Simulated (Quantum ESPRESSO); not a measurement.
## HfO2 in Quantum ESPRESSO: the effect of Hubbard term

The system is HfO2.

```xyz
3
Lattice="0.0000 2.5575 2.5575 2.5575 0.0000 2.5575 2.5575 2.5575 0.0000" Properties=species:S:1:pos:R:3 pbc="T T T"
Hf    0.0000    0.0000    0.0000
O     3.8363    3.8363    3.8363
O     1.2788    1.2788    1.2788
```

Measurements of this composition are mostly on another form, of space group No. 14.

Alike in all runs:

| Item | Value |
| --- | --- |
| Program | Quantum ESPRESSO 7.5 |
| Task | Hubbard U by linear response |
| Functional | PBE |
| Potentials or basis | GBRV 1.5 PBE |
| Cutoff | 612 eV |
| Density cutoff | 4898 eV |
| k mesh | 6 × 6 × 6 |
| Occupations | fermi-dirac, width 0.05 eV |
| Spin | no spin polarisation |
| Start of the occupations | default |
| Hubbard projectors | atomic |
| Mixing beta | 0.3 |
| Most SCF iterations | 120 |
| SCF threshold | 6e-10 Ry |
| q mesh | 2 × 2 × 2 |

Q: One run gave: gap on the mesh 3.77 eV; pressure -4.5 GPa. Which Hubbard term did it use?
A. Hf d U = 2.0 eV
B. Hf d U = 0.0001 eV
C. Hf d U = 8.0 eV
D. Hf d U = 4.0 eV
E. Hf d U = 6.0 eV

A: B.

| Hubbard term | gap on the mesh (eV) | pressure (GPa) |
| --- | --- | --- |
| Hf d U = 0.0001 eV | 3.77 | -4.5 |
| Hf d U = 2.0 eV | 4.12 | -0.5 |
| Hf d U = 4.0 eV | 4.55 | 3.8 |
| Hf d U = 6.0 eV | 5.09 | 8.5 |
| Hf d U = 8.0 eV | 5.41 | 13.5 |

Caveats: spin-orbit coupling is left out, which moves the levels of the heavy elements.

A k mesh can miss the band edges.
